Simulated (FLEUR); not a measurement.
# SnO2 (Cassiterite) (P4_2/mnm) in FLEUR: further runs

One crystal, SnO2 (Cassiterite), is run at these levels: PBEsol; tasks: equation of state.

Program: FLEUR MaX-R8.1 (later development tree). These are calculated values, not measurements. Logs are shortened: lines on timing, memory, paths and dates and some standing lists are left out, and cuts for length are marked.

**1. The crystal as given**

Symmetry: P4_2/mnm, No. 136, tetragonal system. Conventional cell: a = 4.738 Å, b = 4.738 Å, c = 3.187 Å, α = 90.00°, β = 90.00°, γ = 90.00°. Sn (site symmetry mmm) is surrounded by 6 O at 2.05 to 2.06 Å. Around O (site symmetry m2m) lie 3 Sn at 2.05 to 2.06 Å.

**2. Equation of state, PBEsol, 11.21 Å³/atom (volume scaled by 0.94)**

File inp.xml:

```xml
<?xml version="1.0" encoding="UTF-8" standalone="no"?>
<fleurInput fleurInputVersion="0.39">
   <comment>
      SnO2                                                                                                
   </comment>
   <calculationSetup>
      <cutoffs Kmax="4.93" Gmax="15.3" GmaxXC="15.3" numbands="0"/>
      <scfLoop itmax="60" minDistance="0.00001" maxIterBroyd="15" imix="Anderson" alpha="0.05" precondParam="0.0" spinf="2.0" sdNocoIR="T"/>
      <coreElectrons ctail="T" frcor="F" kcrel="0" coretail_lmax="0"/>
      <xcFunctional name="PBEs" relativisticCorrections="F"/>
      <magnetism jspins="1"/>
      <soc l_soc="F" theta="0.0" phi="0.0" spav="F"/>
      <expertModes spex="0" secvar="F"/>
      <geometryOptimization l_f="F" forcealpha="1.0" forcemix="BFGS" epsdisp="0.0005" epsforce="0.0002"/>
      <ldaU l_linMix="F" mixParam="0.05" spinf="1.0"/>
   </calculationSetup>
   <cell>
      <bzIntegration valenceElectrons="68.0" mode="hist" fermiSmearingEnergy="0.00183747">
         <kPointListSelection listName="default-1"/>
         <!-- k-points included here -->
         <xi:include xmlns:xi="http://www.w3.org/2001/XInclude" href="kpts.xml"> </xi:include>
      </bzIntegration>
      <!-- symmetry operations included here -->
      <xi:include xmlns:xi="http://www.w3.org/2001/XInclude" href="sym.xml"> </xi:include>
      <bulkLattice scale="0.9795861087">
         <bravaisMatrix>
            <row-1>    8.9535223783547995     0.0000000000000000     0.0000000000000000</row-1>
            <row-2>    0.0000000000000000     8.9535223783547995     0.0000000000000000</row-2>
            <row-3>    0.0000000000000000     0.0000000000000000     6.0216122960379002</row-3>
         </bravaisMatrix>
      </bulkLattice>
   </cell>
   <atomSpecies>
[... 15 lines left out ...]
      </species>
      <species name="Oxygen (O)" element="O" atomicNumber="8">
         <mtSphere radius="1.46" gridPoints="499" logIncrement="0.021"/>
         <atomicCutoffs lmax="8" lnonsphr="8"/>
         <electronConfig flipSpins="F">
            <coreConfig>(1s1/2)</coreConfig>
            <valenceConfig>(2s1/2) (2p1/2) (2p3/2)</valenceConfig>
            <stateOccupation state="(2p1/2)" spinUp="0.666667" spinDown="0.666667"/>
            <stateOccupation state="(2p3/2)" spinUp="1.333333" spinDown="1.333333"/>
         </electronConfig>
         <energyParameters s="2" p="2" d="3" f="4"/>
         <lo type="SCLO" l="0" n="2" eDeriv="2"/>
         <lo type="SCLO" l="1" n="2" eDeriv="2"/>
         <lo type="SCLO" l="2" n="3" eDeriv="2"/>
      </species>
   </atomSpecies>
   <atomGroups>
      <atomGroup species="Tin (Sn)">
         <relPos label="                   1">1.000/2.000 1.000/2.000 1.000/2.000</relPos>
         <relPos label="                   2">.0000000000 .0000000000 .0000000000</relPos>
         <force calculate="T" relaxXYZ="TTT"/>
      </atomGroup>
      <atomGroup species="Oxygen (O)">
         <relPos label="                   3">-.1929000000 .1929000000 1.000/2.000</relPos>
         <relPos label="                   4">-.3071000000 -.3071000000 .0000000000</relPos>
         <relPos label="                   5">.1929000000 -.1929000000 1.000/2.000</relPos>
         <relPos label="                   6">.3071000000 .3071000000 .0000000000</relPos>
         <force calculate="T" relaxXYZ="TTT"/>
      </atomGroup>
   </atomGroups>
   <output dos="F" band="F" slice="F">
      <checks vchk="F" cdinf="F"/>
      <bandDOS minEnergy="-.5*Htr" maxEnergy="0.5*Htr" sigma="0.015" storeEVData="T"/>
      <vacuumDOS vacdos="F" integ="F" star="F" nstars="0" locx1="0.0" locy1="0.0" locx2="0.0" locy2="0.0" nstm="0" tworkf="0.0"/>
      <unfoldingBand unfoldBand="F" supercellX="1" supercellY="1" supercellZ="1"/>
      <plotting iplot="0" polar="F">
         <plot TwoD="T" vec1="  1.0  0.0  0.0" vec2="  0.0  1.0  0.0" vec3="  0.0  0.0  1.0" zero="  0.0  0.0  0.0" file="plot"/>
      </plotting>
      <chargeDensitySlicing numkpt="0" minEigenval="0.0" maxEigenval="0.0" nnne="0" pallst="F"/>
      <specialOutput eonly="F"/>
      <moessbauerParams electricFieldGradient="T" isomerShift="T" coreHyperfine="T" valenceHyperfine="T"/>
      <magneticCircularDichroism mcd="F" energyLo="-10.0" energyUp="0.0"/>
   </output>
  <!-- We include the file relax.xml here to enable relaxations (see documentation) -->
  <xi:include xmlns:xi="http://www.w3.org/2001/XInclude" href="relax.xml"> <xi:fallback/> </xi:include>
</fleurInput>
```

Potentials or basis: all-electron, FLAPW.

Launch:

```bash
$ inpgen -f crystal.txt -profile fastHighL
$ # inp.xml edited to the form shown
$ mpirun -n 4 fleur_MPI -pe_per_kpt 1
```

The program printed:

```text
Welcome to FLEUR        (www.flapw.de)
      MaX-Release 8.1          (www.max-centre.eu)

 ========== k-point set info ==========
 Selected k-point list: default-1
 k-point list type: mesh
 6 x 6 x 8
 Number of k points: 50

 ------------Calculation Setup---------------------------
 Number of MPI-tasks      :            4
 Number of PE/node        :            4
 Number of OMP-threads    :            1
 Using exactly            1  PE per kpt
 Using exactly            1  PE per kpt
 Using exactly            1  PE per kpt
 Using exactly            1  PE per kpt
 k-points in parallel     :            4
 pe's per k-point         :            1
 No of k-point loops      :           12
 Info/Warning             : your k-point parallelism is not fully load-balanced
 Eigenvalue solver        :       lapack
 Number of basis functions:         1142
 Approximate size of matrices (H+S) per k-point:         0.019 GB
 --------------------------------------------------------
 Iteration:     1   Distance:      27.74508624 me/bohr^3
 Iteration:     2   Distance:      24.00300632 me/bohr^3
 Iteration:     3   Distance:       8.50442155 me/bohr^3
 Iteration:     4   Distance:       4.59617802 me/bohr^3
 Iteration:     5   Distance:       1.85730350 me/bohr^3
 Iteration:     6   Distance:       0.44260843 me/bohr^3
 Iteration:     7   Distance:       0.31236177 me/bohr^3
 Iteration:     8   Distance:       0.04175623 me/bohr^3
 Iteration:     9   Distance:       0.03356160 me/bohr^3
 Iteration:    10   Distance:       0.00664889 me/bohr^3
 Iteration:    11   Distance:       0.00107027 me/bohr^3
 Iteration:    12   Distance:       0.00087656 me/bohr^3
 Iteration:    13   Distance:       0.00011411 me/bohr^3
 Iteration:    14   Distance:       0.00005708 me/bohr^3
 Iteration:    15   Distance:       0.00001577 me/bohr^3
 Iteration:    16   Distance:       0.00001468 me/bohr^3
 Iteration:    17   Distance:       0.00000737 me/bohr^3

 ********************************************************************
 Run finished successfully
 Stop message:
   all done
 ********************************************************************
```

It took 2.4 min on 4 MPI ranks of Arm Neoverse V1, shared host.

Results:

| Property | Result |
| --- | --- |
| Free energy | -344300.9353 eV |
| Band gap on the k mesh | 1.92 eV, direct |
| Valence electrons inside the program's atomic spheres | Sn 18.57; O 4.78 (radii Sn 2.02, O 1.46 bohr) |

Caveat: spin-orbit coupling is left out, which moves the levels of the heavy elements.

**3. Equation of state, PBEsol, 11.45 Å³/atom (volume scaled by 0.96)**

Changes to inp.xml since step 2:

```diff
@@ -24,3 +24,3 @@
       <xi:include xmlns:xi="http://www.w3.org/2001/XInclude" href="sym.xml"> </xi:include>
-      <bulkLattice scale="0.9795861087">
+      <bulkLattice scale="0.9864848297">
          <bravaisMatrix>
```

Potentials or basis: all-electron, FLAPW.

Launch:

```bash
$ inpgen -f crystal.txt -profile fastHighL
$ # inp.xml edited to the form shown
$ mpirun -n 4 fleur_MPI -pe_per_kpt 1
```

Wall time 2.5 min (4 MPI ranks of Arm Neoverse V1, shared host).

Results (log left out):

```
Free energy                                           : -344301.0908 eV
Band gap on the k mesh                                : 1.66 eV, direct
Valence electrons inside the program's atomic spheres : Sn 18.55; O 4.76 (radii Sn 2.02, O 1.46 bohr)
```

Caveat: spin-orbit coupling is left out, which moves the levels of the heavy elements.

**4. Equation of state, PBEsol, 11.68 Å³/atom (volume scaled by 0.98)**

Changes to inp.xml since step 3:

```diff
@@ -24,3 +24,3 @@
       <xi:include xmlns:xi="http://www.w3.org/2001/XInclude" href="sym.xml"> </xi:include>
-      <bulkLattice scale="0.9864848297">
+      <bulkLattice scale="0.9932883884">
          <bravaisMatrix>
```

Launch:

```bash
$ inpgen -f crystal.txt -profile fastHighL
$ # inp.xml edited to the form shown
$ mpirun -n 4 fleur_MPI -pe_per_kpt 1
```

Wall time 2.6 min (4 MPI ranks of Arm Neoverse V1, shared host).

The run converged. Its results:

```yaml
Free_energy: -344301.1965 eV
Band_gap_on_the_k_mesh: 1.42 eV, direct
Valence_electrons_inside_the_program's_atomic_spheres: Sn 18.53; O 4.75 (radii Sn 2.02, O 1.46 bohr)
```

Caveat: spin-orbit coupling is left out, which moves the levels of the heavy elements.

**5. Equation of state, PBEsol, 11.92 Å³/atom**

Changes to inp.xml since step 4:

```diff
@@ -24,3 +24,3 @@
       <xi:include xmlns:xi="http://www.w3.org/2001/XInclude" href="sym.xml"> </xi:include>
-      <bulkLattice scale="0.9932883884">
+      <bulkLattice scale="1.0000000000">
          <bravaisMatrix>
```

Launch:

```bash
$ inpgen -f crystal.txt -profile fastHighL
$ # inp.xml edited to the form shown
$ mpirun -n 4 fleur_MPI -pe_per_kpt 1
```

It took 2.7 min on 4 MPI ranks of Arm Neoverse V1, shared host.

Results (log left out):

```yaml
Free_energy: -344301.2592 eV
Band_gap_on_the_k_mesh: 1.18 eV, direct
Valence_electrons_inside_the_program's_atomic_spheres: Sn 18.52; O 4.74 (radii Sn 2.02, O 1.46 bohr)
```

Caveat: spin-orbit coupling is left out, which moves the levels of the heavy elements.

**6. Equation of state, PBEsol, 12.16 Å³/atom (volume scaled by 1.02)**

Changes to inp.xml since step 5:

```diff
@@ -24,3 +24,3 @@
       <xi:include xmlns:xi="http://www.w3.org/2001/XInclude" href="sym.xml"> </xi:include>
-      <bulkLattice scale="1.0000000000">
+      <bulkLattice scale="1.0066227096">
          <bravaisMatrix>
```

Potentials or basis: all-electron, FLAPW.

Launch:

```bash
$ inpgen -f crystal.txt -profile fastHighL
$ # inp.xml edited to the form shown
$ mpirun -n 4 fleur_MPI -pe_per_kpt 1
```

Run time: 3 min. Hardware: 4 MPI ranks of Arm Neoverse V1, shared host.

It converged, with:

- Free energy: -344301.2808 eV
- Band gap on the k mesh: 0.96 eV, direct
- Valence electrons inside the program's atomic spheres: Sn 18.50; O 4.72 (radii Sn 2.02, O 1.46 bohr)

Caveat: spin-orbit coupling is left out, which moves the levels of the heavy elements.

**7. Equation of state, PBEsol, 12.40 Å³/atom (volume scaled by 1.04)**

Changes to inp.xml since step 6:

```diff
@@ -24,3 +24,3 @@
       <xi:include xmlns:xi="http://www.w3.org/2001/XInclude" href="sym.xml"> </xi:include>
-      <bulkLattice scale="1.0066227096">
+      <bulkLattice scale="1.0131594038">
          <bravaisMatrix>
```

Launch:

```bash
$ inpgen -f crystal.txt -profile fastHighL
$ # inp.xml edited to the form shown
$ mpirun -n 4 fleur_MPI -pe_per_kpt 1
```

Wall time 3 min (4 MPI ranks of Arm Neoverse V1, shared host).

The run converged. Its results:

```
Free energy                                           : -344301.2689 eV
Band gap on the k mesh                                : 0.74 eV, direct
Valence electrons inside the program's atomic spheres : Sn 18.49; O 4.71 (radii Sn 2.02, O 1.46 bohr)
```

Caveat: spin-orbit coupling is left out, which moves the levels of the heavy elements.

**8. Equation of state, PBEsol, 12.64 Å³/atom (volume scaled by 1.06)**

Changes to inp.xml since step 7:

```diff
@@ -24,3 +24,3 @@
       <xi:include xmlns:xi="http://www.w3.org/2001/XInclude" href="sym.xml"> </xi:include>
-      <bulkLattice scale="1.0131594038">
+      <bulkLattice scale="1.0196128224">
          <bravaisMatrix>
```

Launch:

```bash
$ inpgen -f crystal.txt -profile fastHighL
$ # inp.xml edited to the form shown
$ mpirun -n 4 fleur_MPI -pe_per_kpt 1
```

Run time: 3 min. Hardware: 4 MPI ranks of Arm Neoverse V1, shared host.

Results (log left out):

```yaml
Free_energy: -344301.2242 eV
Band_gap_on_the_k_mesh: 0.53 eV, direct
Valence_electrons_inside_the_program's_atomic_spheres: Sn 18.48; O 4.70 (radii Sn 2.02, O 1.46 bohr)
```

Caveat: spin-orbit coupling is left out, which moves the levels of the heavy elements.

**9. Equation of state, PBEsol**

Potentials or basis: all-electron, FLAPW.

This step only gathers the single runs of the series.

What came out:

```yaml
Equilibrium_volume: 12.19 Å³/atom
Bulk_modulus_at_fixed_shape_and_positions: 199 GPa
Pressure_derivative_of_the_bulk_modulus: 4.7
```

Energy against volume, from the lowest point:
| volume (Å³/atom) | energy (meV/atom) |
| --- | --- |
| 11.207 | 57.58 |
| 11.445 | 31.68 |
| 11.684 | 14.06 |
| 11.922 | 3.60 |
| 12.161 | 0.00 |
| 12.399 | 1.99 |
| 12.637 | 9.43 |

Caveat: the cell was scaled at fixed shape and fractional positions, which overstates the stiffness of a crystal with free parameters, most of all of layers and chains.
